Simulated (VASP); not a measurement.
A run of VASP 6.6.1:

INCAR

```
PREC     = Accurate       # precision mode
ENCUT    = 700            # plane-wave cutoff, eV
EDIFF    = 1E-6           # SCF threshold, eV
ISMEAR   = 0              # smearing method
SIGMA    = 0.1            # smearing width, eV
LREAL    = F              # projectors in reciprocal space
LASPH    = T              # aspherical terms in the spheres
NELM     = 100            # most SCF steps
ALGO     = Normal         # electronic algorithm
ISIF     = 2              # what is computed and relaxed
LWAVE    = F              # write WAVECAR
LCHARG   = F              # write CHGCAR
GGA      = PS             # functional
NBANDS   = 21             # bands
```

The input KPOINTS:

```
Automatic mesh
0
Gamma
  14 14 14
```

File POSCAR:

```
Ge
1.0
    0.0000000000      2.8371800000      2.8371800000
    2.8371800000      0.0000000000      2.8371800000
    2.8371800000      2.8371800000      0.0000000000
Ge
2
Direct
    0.5000000000      0.5000000000      0.5000000000
    0.7500000000      0.7500000000      0.7500000000
```

Potentials or basis: VASP PAW PBE potentials, release 64 (Ge_d).

Launch:

```bash
$ cat potpaw_PBE.64/Ge_d/POTCAR > POTCAR
$ mpirun -np 1 vasp_std > vasp.out
```

Hardware: 1 thread of AMD EPYC 9R45 96-Core Processor (Zen 5), with other jobs on the host.

Problem. Estimate the wall time of this run.

Solution. Run time: 68 s on 1 thread of AMD EPYC 9R45 96-Core Processor (Zen 5), on a shared host, peak memory 0.25 GiB. Counts: scf iterations 12, k points 104.
